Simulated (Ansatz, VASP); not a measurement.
## La2O3 in VASP and in Ansatz

File INCAR:

```
SYSTEM = La2O3
ALGO     = Normal         ! electronic algorithm
EDIFF    = 1E-7           ! SCF threshold, eV
ENCUT    = 520            ! plane-wave cutoff, eV
GGA      = PE             ! functional
ISIF     = 2              ! what is computed and relaxed
ISMEAR   = -1             ! smearing method
LASPH    = .True.         ! aspherical terms in the spheres
LCHARG   = .False.        ! write CHGCAR
LREAL    = .False.        ! projectors in reciprocal space
LWAVE    = .False.        ! write WAVECAR
NBANDS   = 28             ! bands
NELM     = 80             ! most SCF steps
PREC     = Accurate       ! precision mode
SIGMA    = 0.05           ! smearing width, eV
```

KPOINTS

```
k-points
0
Gamma
  8 8 5
  0 0 0
```

Contents of POSCAR:

```
La2O3
1.0
    3.9568102782      0.0000000000      0.0000000000
   -1.9784051391      3.4266982189      0.0000000000
    0.0000000000      0.0000000000      6.1524312130
La O
2 3
Direct
    0.3333333333      0.6666666667      0.2462356800
    0.6666666667      0.3333333333      0.7537643200
    0.0000000000      0.0000000000      0.0000000000
    0.3333333333      0.6666666667      0.6458906500
    0.6666666667      0.3333333333      0.3541093500
```

input.yaml

```yaml
crystal:
  lattice:
    - [3.9568102782, 0.0, 0.0]
    - [-1.9784051391, 3.4266982189, 0.0]
    - [0.0, 0.0, 6.152431213]
  atoms:
    - { symbol: La, position: [0.3333333333, 0.6666666667, 0.24623568] }
    - { symbol: La, position: [0.6666666667, 0.3333333333, 0.75376432] }
    - { symbol: O, position: [0.0, 0.0, 0.0] }
    - { symbol: O, position: [0.3333333333, 0.6666666667, 0.64589065] }
    - { symbol: O, position: [0.6666666667, 0.3333333333, 0.35410935] }
hamiltonian:
  xc: pbe
  pseudopotentials: { kind: paw }
kpoints:
  mp_grid: { grid: [8, 8, 5] }
scf:
  occupations: { method: fermi_dirac, width: 0.05 }
output:
  forces: true
  stress: true
  eigenvalues: true
  write_density: true
  write_potential: true
  elf: true
  volumetric_format: npy
```

Change from the starting cell: volume scaled by 1.02.

Alike in both runs: task single point; functional PBE; k mesh 8 × 8 × 5; occupations fermi-dirac, width 0.05 eV; no spin polarisation.

|  | VASP | Ansatz |
| --- | --- | --- |
| version | VASP 6.6.1 | Ansatz 0.2.0 |
| potentials or method | VASP PAW PBE potentials, release 64 (La, O) | Ansatz PAW |
| plane-wave cutoff (eV) | 520 | 420 |
| valence electrons in the cell | 40 | 40 |

Ansatz gave:

| Property | Result |
| --- | --- |
| gap on the k mesh at the Fermi level (eV) | 3.85 |
| least direct gap on the mesh (eV) | 4.06 |
| pressure (GPa) | -0.7 |
| largest component of the traceless stress (GPa) | 0.59 |
| rms of the force components (eV/Å) | 0.048 |

Problem. Estimate VASP's values.

Solution. gap on the k mesh at the Fermi level (eV): 3.87; least direct gap on the mesh (eV): 4.07; pressure (GPa): -1.0; largest component of the traceless stress (GPa): 0.62; rms of the force components (eV/Å): 0.053.

Atom by atom the forces differ by 0.005 eV/Å (rms over components). With one functional, cell and mesh, what is left measures potentials, basis and numerics.

Caveats: spin-orbit coupling is left out, which moves the levels of the heavy elements; an odd mesh through Γ misses points on the zone boundary, where band edges often lie (VASP); odd divisions of the mesh miss points on the zone boundary, where band edges often lie, so the gap on the mesh can be too wide (Ansatz); the pressure holds a Pulay correction of +0.4 GPa for the finite cutoff (Ansatz).
